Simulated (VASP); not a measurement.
# BP in VASP: how settings move the r2SCAN single point

The r2SCAN single point of BP built on the zincblende prototype, under +2.0 % equal strain in all directions is repeated with altered inputs. Which of them can be trusted?

Code: VASP 6.6.1. PAW datasets, plane waves. Computed at 0 K without zero-point motion; spin polarisation is off.

### Step 1. The system as given

The cell comes from an earlier relaxation with r2SCAN in another program.

Space group F-43m (No. 216), cubic; a = 4.627 Å in the conventional setting, 12.39 Å³ an atom. B has 4 P at 2.00 Å; P has 4 B at 2.00 Å.

As a file:

```cif
data_structure
_symmetry_space_group_name_H-M 'P 1'
_symmetry_Int_Tables_number 1
_cell_length_a 3.2720
_cell_length_b 3.2720
_cell_length_c 3.2720
_cell_angle_alpha 60.000
_cell_angle_beta 60.000
_cell_angle_gamma 60.000
_cell_volume 24.77
loop_
_atom_site_label
_atom_site_type_symbol
_atom_site_fract_x
_atom_site_fract_y
_atom_site_fract_z
_atom_site_occupancy
B1 B 0.00000 0.00000 0.00000 1
P1 P 0.25000 0.25000 0.25000 1
```

### Step 2. Reference

INCAR reads:

```
ENCUT = 520.000000
SIGMA = 0.010000
EDIFF = 1.00e-07
ALGO = Normal
METAGGA = R2SCAN
PREC = Accurate
IBRION = -1
ISIF = 2
ISMEAR = 0
NBANDS = 11
NELM = 120
NSW = 0
LASPH = .TRUE.
LCHARG = .FALSE.
LWAVE = .FALSE.
LREAL = .FALSE.
```

KPOINTS reads:

```
KPOINTS created by Atomic Simulation Environment
0
Gamma
10 10 10
0 0 0
```

POSCAR reads:

```
B  P
 1.0000000000000000
     0.0000000000000000    2.3136819822999999    2.3136819822999999
     2.3136819822999999    0.0000000000000000    2.3136819822999999
     2.3136819822999999    2.3136819822999999    0.0000000000000000
 B   P
   1   1
Cartesian
  0.0000000000000000  0.0000000000000000  0.0000000000000000
  1.1568409911499999  1.1568409911499999  1.1568409911499999
```

A file KPOINTS_OPT adds named points for the levels; it doesn't enter the self-consistent loop.

Potentials: the recommended PBE PAW datasets, 8 valence electrons.

Command:

```
$ mpirun -np 1 vasp_std
```

The closing lines of the self-consistent loop in OSZICAR:

```text
DAV:  12    -0.172658610284E+02   -0.10019E-05   -0.40495E-07  1180   0.434E-03    0.168E-03
DAV:  13    -0.172658611577E+02   -0.12937E-06   -0.11468E-07   607   0.172E-03    0.179E-03
DAV:  14    -0.172658611413E+02    0.16438E-07   -0.10855E-08   577   0.616E-04
   1 F= -.17265861E+02 E0= -.17265861E+02  d E =-.268316-108
```

Run time: 23 s. Hardware: 1 MPI rank of Intel Xeon Platinum 8488C, shared host; peak memory 0.14 GiB.

Values of the reference: energy (σ→0) -17.2659 eV, pressure -9.45 GPa, gap on the mesh 1.52 eV.

### Step 3. Altered input 1

Edit INCAR of step 2 so:

```diff
@@ -16 +16,2 @@
 LREAL = .FALSE.
+AMIX = 0.8
```

KPOINTS reads:

```
KPOINTS created by Atomic Simulation Environment
0
Gamma
3 3 3
0 0 0
```

POSCAR is that of step 2.

Command:

```
$ mpirun -np 1 vasp_std
```

Standard output, without the iteration lines:

```text
POSCAR found type information on POSCAR B P
 POSCAR found :  2 types and       2 ions
 -----------------------------------------------------------------------------
|                                                                             |
|                                                                             |
|     You enforced a specific xc type in the INCAR file but a different       |
|     I HOPE YOU KNOW WHAT YOU ARE DOING!                                     |
|                                                                             |
 -----------------------------------------------------------------------------

 LDA part: xc-table for (None), standard interpolation
 POSCAR, INCAR and KPOINTS ok, starting setup
 FFT: planning ... GRIDC
 FFT: planning ... GRID_SOFT
 FFT: planning ... GRID
 WAVECAR not read
 entering main loop
```

OSZICAR:

```text
N       E                     dE             d eps       ncg     rms          rms(c)
DAV:   1     0.291178737794E+01    0.29118E+01   -0.35524E+03    96   0.637E+02
DAV:   2    -0.179499207133E+02   -0.20862E+02   -0.20279E+02   100   0.113E+02
DAV:   3    -0.184968002049E+02   -0.54688E+00   -0.54530E+00   117   0.150E+01
DAV:   4    -0.184986746008E+02   -0.18744E-02   -0.18743E-02    97   0.101E+00
DAV:   5    -0.184986857092E+02   -0.11108E-04   -0.11108E-04   106   0.821E-02    0.740E+00
DAV:   6    -0.167232553139E+02    0.17754E+01   -0.36918E+00    94   0.858E+00    0.342E+00
DAV:   7    -0.166567637651E+02    0.66492E-01   -0.51650E-01    94   0.335E+00    0.177E+00
DAV:   8    -0.166563579131E+02    0.40585E-03   -0.29810E-02    94   0.106E+00    0.826E-01
DAV:   9    -0.166564431423E+02   -0.85229E-04   -0.21949E-03   102   0.262E-01    0.132E-01
DAV:  10    -0.166563705663E+02    0.72576E-04   -0.61026E-04    97   0.113E-01    0.340E-02
DAV:  11    -0.166563692352E+02    0.13311E-05   -0.17843E-05   100   0.315E-02    0.159E-02
DAV:  12    -0.166563689100E+02    0.32520E-06   -0.11083E-07    81   0.289E-03    0.103E-02
DAV:  13    -0.166563685492E+02    0.36080E-06   -0.13744E-07    50   0.239E-03    0.102E-03
DAV:  14    -0.166563686859E+02   -0.13670E-06   -0.85019E-09    44   0.729E-04    0.508E-04
DAV:  15    -0.166563686672E+02    0.18782E-07   -0.59097E-10    44   0.186E-04
   1 F= -.16656369E+02 E0= -.16656369E+02  d E =-.944385E-66
```

Parts of OUTCAR:

```text
k-points           NKPTS =      4   k-points in BZ     NKDIM =      4   number of bands    NBANDS=     11

   NELECT =       8.0000    total number of electrons

   dimension x,y,z NGX =    24 NGY =   24 NGZ =   24
   dimension x,y,z NGXF=    48 NGYF=   48 NGZF=   48

  energy-cutoff  :      520.00
  volume of cell :       24.77
      direct lattice vectors                 reciprocal lattice vectors
     0.000000000  2.313681982  2.313681982    -0.216105759  0.216105759  0.216105759
     2.313681982  0.000000000  2.313681982     0.216105759 -0.216105759  0.216105759
     2.313681982  2.313681982  0.000000000     0.216105759  0.216105759 -0.216105759

 k-points in reciprocal lattice and weights: KPOINTS created by Atomic Simulation Env
   0.00000000  0.00000000  0.00000000       0.037
   0.33333333  0.00000000  0.00000000       0.296
   0.33333333  0.33333333  0.00000000       0.222
  -0.33333333  0.33333333  0.00000000       0.444

 E-fermi :   6.9212

 k-point     1 :       0.0000    0.0000    0.0000
  band No.  band energies     occupation
      1      -8.9399      2.00000
      2       6.8009      2.00000
      3       6.8009      2.00000
      4       6.8009      2.00000
      5      10.3365      0.00000
      6      10.3365      0.00000
      7      10.3365      0.00000
      8      13.9076      0.00000
      9      18.6836      0.00000
     10      19.2245      0.00000
     11      19.2245      0.00000

 k-point     2 :       0.3333    0.0000    0.0000
  band No.  band energies     occupation
      1      -7.0312      2.00000
      2      -0.0253      2.00000
      3       5.3060      2.00000
      4       5.3060      2.00000
      5      10.7071      0.00000
      6      11.8748      0.00000
      7      11.8748      0.00000
      8      17.3122      0.00000
      9      19.0546      0.00000
     10      19.0546      0.00000
     11      20.4630      0.00000

 k-point     3 :       0.3333    0.3333    0.0000
  band No.  band energies     occupation
      1      -6.3469      2.00000
      2       0.9674      2.00000
      3       3.2925      2.00000
      4       3.2925      2.00000
      5       8.4072      0.00000
      6      10.4109      0.00000
      7      16.6804      0.00000
      8      16.6804      0.00000
      9      20.6318      0.00000
     10      22.0218      0.00000
     11      24.2514      0.00000

 k-point     4 :      -0.3333    0.3333    0.0000
  band No.  band energies     occupation
      1      -4.5588      2.00000
      2      -1.2622      2.00000
      3       0.5360      2.00000
      4       3.7207      2.00000
      5       9.7001      0.00000
      6      15.3595      0.00000
      7      15.6142      0.00000
      8      16.7686      0.00000
      9      17.4279      0.00000
     10      18.9232      0.00000
     11      25.7734      0.00000

  Total       -0.9660437     -0.9660437     -0.9660437     -0.0000000     -0.0000000      0.0000000
  in kB      -62.4836452    -62.4836452    -62.4836452     -0.0000000     -0.0000000      0.0000000
  external PRESSURE =     -62.4836452 kB  Pullay stress =       0.0000000 kB

 POSITION                                       TOTAL-FORCE (eV/Angst)
 -----------------------------------------------------------------------------------
      0.00000      0.00000      0.00000         0.000000      0.000000     -0.000000
      1.15684      1.15684      1.15684        -0.000000     -0.000000      0.000000
 -----------------------------------------------------------------------------------
    total drift:                                0.000000      0.000000      0.000000

  FREE ENERGIE OF THE ION-ELECTRON SYSTEM (eV)
  ---------------------------------------------------
  free  energy   TOTEN  =       -16.6563686672 eV

  energy  without entropy=      -16.6563686672  energy(sigma->0) =      -16.65636867
```

Run time: 6.6 s. Hardware: 1 MPI rank of Intel Xeon Platinum 8488C, shared host; peak memory 0.13 GiB.

Changed: AMIX = 0.8, mesh 3×3×3. VASP runs to the end. Against the reference the energy moves by +304.7 meV/atom; the pressure goes from -9.5 to -6.2 GPa, the gap on the mesh goes from 1.52 to 1.61 eV. These settings are too coarse to quote the result as the crystal's.

### Step 4. Altered input 2

INCAR reads:

```
ENCUT = 520.000000
SIGMA = 0.010000
EDIFF = 1.00e-07
ALGO = Normal
PREC = Accurate
IBRION = -1
ISIF = 2
ISMEAR = 0
NBANDS = 11
NSW = 0
LASPH = .TRUE.
LCHARG = .FALSE.
LWAVE = .FALSE.
LREAL = .FALSE.
ADDGRID = .TRUE.
METAGGA = MS2
NELM = 68
```

KPOINTS is that of step 2.

POSCAR is that of step 2.

Command:

```
$ mpirun -np 1 vasp_std
```

Printed to the terminal (iteration lines stand in OSZICAR):

```text
POSCAR found type information on POSCAR B P
 POSCAR found :  2 types and       2 ions
 -----------------------------------------------------------------------------
|                                                                             |
|                                                                             |
|     You enforced a specific xc type in the INCAR file but a different       |
|     I HOPE YOU KNOW WHAT YOU ARE DOING!                                     |
|                                                                             |
 -----------------------------------------------------------------------------

 LDA part: xc-table for (None), standard interpolation
 POSCAR, INCAR and KPOINTS ok, starting setup
 FFT: planning ... GRIDC
 FFT: planning ... GRID_SOFT
 FFT: planning ... GRID
 WAVECAR not read
 entering main loop
```

OSZICAR:

```text
N       E                     dE             d eps       ncg     rms          rms(c)
DAV:   1    -0.907306364110E+01   -0.90731E+01   -0.36950E+03  1034   0.613E+02
DAV:   2    -0.276360641914E+02   -0.18563E+02   -0.17816E+02  1398   0.955E+01
DAV:   3    -0.281251037393E+02   -0.48904E+00   -0.48756E+00  1299   0.136E+01
DAV:   4    -0.281263426942E+02   -0.12390E-02   -0.12386E-02  1208   0.779E-01
DAV:   5    -0.281263456285E+02   -0.29343E-05   -0.29342E-05  1252   0.401E-02    0.901E+00
DAV:   6    -0.190830092998E+02    0.90433E+01   -0.34632E+00  1076   0.104E+01    0.420E+00
DAV:   7    -0.190682135707E+02    0.14796E-01   -0.19014E-01  1186   0.320E+00    0.180E+00
DAV:   8    -0.190822426323E+02   -0.14029E-01   -0.86101E-02  1136   0.249E+00    0.389E-01
DAV:   9    -0.190849426753E+02   -0.27000E-02   -0.49243E-03  1220   0.673E-01    0.188E-01
DAV:  10    -0.190854574785E+02   -0.51480E-03   -0.67247E-04  1130   0.248E-01    0.454E-02
DAV:  11    -0.190854639680E+02   -0.64895E-05   -0.90817E-05  1187   0.656E-02    0.863E-03
DAV:  12    -0.190854652661E+02   -0.12981E-05   -0.45604E-06  1222   0.213E-02    0.143E-02
DAV:  13    -0.190854661208E+02   -0.85467E-06   -0.46817E-07  1166   0.370E-03    0.418E-03
DAV:  14    -0.190854665934E+02   -0.47263E-06   -0.24501E-07  1127   0.310E-03    0.492E-04
DAV:  15    -0.190854665085E+02    0.84912E-07   -0.73115E-09   562   0.705E-04
   1 F= -.19085467E+02 E0= -.19085467E+02  d E =-.295443-113
```

OUTCAR, selected sections:

```text
k-points           NKPTS =     47   k-points in BZ     NKDIM =     47   number of bands    NBANDS=     11

   NELECT =       8.0000    total number of electrons

   dimension x,y,z NGX =    24 NGY =   24 NGZ =   24
   dimension x,y,z NGXF=    48 NGYF=   48 NGZF=   48

  energy-cutoff  :      520.00
  volume of cell :       24.77
      direct lattice vectors                 reciprocal lattice vectors
     0.000000000  2.313681982  2.313681982    -0.216105759  0.216105759  0.216105759
     2.313681982  0.000000000  2.313681982     0.216105759 -0.216105759  0.216105759
     2.313681982  2.313681982  0.000000000     0.216105759  0.216105759 -0.216105759

 k-points in reciprocal lattice and weights: KPOINTS created by Atomic Simulation Env
   0.00000000  0.00000000  0.00000000       0.001
   0.10000000  0.00000000  0.00000000       0.008
   0.20000000  0.00000000  0.00000000       0.008
   0.30000000  0.00000000  0.00000000       0.008
   0.40000000  0.00000000  0.00000000       0.008
   0.50000000  0.00000000  0.00000000       0.004
   0.10000000  0.10000000  0.00000000       0.006
   0.20000000  0.10000000  0.00000000       0.024
[... 39 more k-points ...]

 E-fermi :   6.6210

 k-point     1 :       0.0000    0.0000    0.0000
  band No.  band energies     occupation
      1      -8.8253      2.00000
      2       6.4628      2.00000
      3       6.4628      2.00000
      4       6.4628      2.00000
      5      10.5697      0.00000
      6      10.5697      0.00000
      7      10.5697      0.00000
      8      14.1960      0.00000
      9      17.8546      0.00000
     10      19.2210      0.00000
     11      19.2210      0.00000

 k-point     2 :       0.1000    0.0000    0.0000
  band No.  band energies     occupation
      1      -8.6484      2.00000
      2       5.2667      2.00000
      3       6.2107      2.00000
      4       6.2107      2.00000
      5      10.8677      0.00000
      6      10.9421      0.00000
      7      10.9421      0.00000
      8      14.7326      0.00000
      9      18.4679      0.00000
     10      18.5181      0.00000
     11      18.5181      0.00000

 k-point     3 :       0.2000    0.0000    0.0000
  band No.  band energies     occupation
      1      -8.1258      2.00000
      2       3.0031      2.00000
      3       5.7025      2.00000
      4       5.7025      2.00000
      5      10.9336      0.00000
      6      11.6386      0.00000
      7      11.6386      0.00000
      8      15.9526      0.00000
      9      17.8925      0.00000
     10      17.8925      0.00000
     11      19.4600      0.00000

 k-point     4 :       0.3000    0.0000    0.0000
  band No.  band energies     occupation
      1      -7.2917      2.00000
      2       0.6925      2.00000
      3       5.2369      2.00000
      4       5.2369      2.00000
      5      10.7698      0.00000
      6      11.9912      0.00000
      7      11.9912      0.00000
      8      16.9177      0.00000
      9      18.4316      0.00000
     10      18.4316      0.00000
     11      19.7735      0.00000

[... the tables of k-points 5 to 47 left out ...]

  Total       -1.6699565     -1.6699565     -1.6699565     -0.0000000      0.0000000     -0.0000000
  in kB     -108.0126840   -108.0126840   -108.0126840     -0.0000000      0.0000000     -0.0000000
  external PRESSURE =    -108.0126840 kB  Pullay stress =       0.0000000 kB

 POSITION                                       TOTAL-FORCE (eV/Angst)
 -----------------------------------------------------------------------------------
      0.00000      0.00000      0.00000        -0.000000     -0.000000     -0.000000
      1.15684      1.15684      1.15684         0.000000      0.000000      0.000000
 -----------------------------------------------------------------------------------
    total drift:                                0.000001      0.000001      0.000001

  FREE ENERGIE OF THE ION-ELECTRON SYSTEM (eV)
  ---------------------------------------------------
  free  energy   TOTEN  =       -19.0854665085 eV

  energy  without entropy=      -19.0854665085  energy(sigma->0) =      -19.08546651
```

Run time: 27 s. Hardware: 1 MPI rank of Intel Xeon Platinum 8488C, shared host; peak memory 0.18 GiB.

Changed: ADDGRID = .TRUE., METAGGA = MS2, NELM = 68. The run ends normally. Its total energy is on another scale than the reference's; the pressure goes from -9.5 to -10.8 GPa, the gap on the mesh goes from 1.52 to 1.81 eV. The functional is now MS2, on datasets made with PBE.

### Step 5. All runs together

| run | changed | ending | energy change (meV/atom) | pressure (GPa) | gap on the mesh (eV; negative: overlap) | electronic steps | time | usable |
| --- | --- | --- | --- | --- | --- | --- | --- | --- |
| ref. | – | converged | 0 | -9.5 | 1.52 | 14 | 23 s | yes |
| 1 | AMIX = 0.8, mesh 3×3×3 | converged | 304.7 | -6.2 | 1.61 | 15 | 6.6 s | no |
| 2 | ADDGRID = .TRUE., METAGGA = MS2, NELM = 68 | converged | – | -10.8 | 1.81 | 15 | 27 s | yes |

What this shows: Of 2 altered inputs, 1 ended normally on a faulty or unsound input, 1 gave usable results.
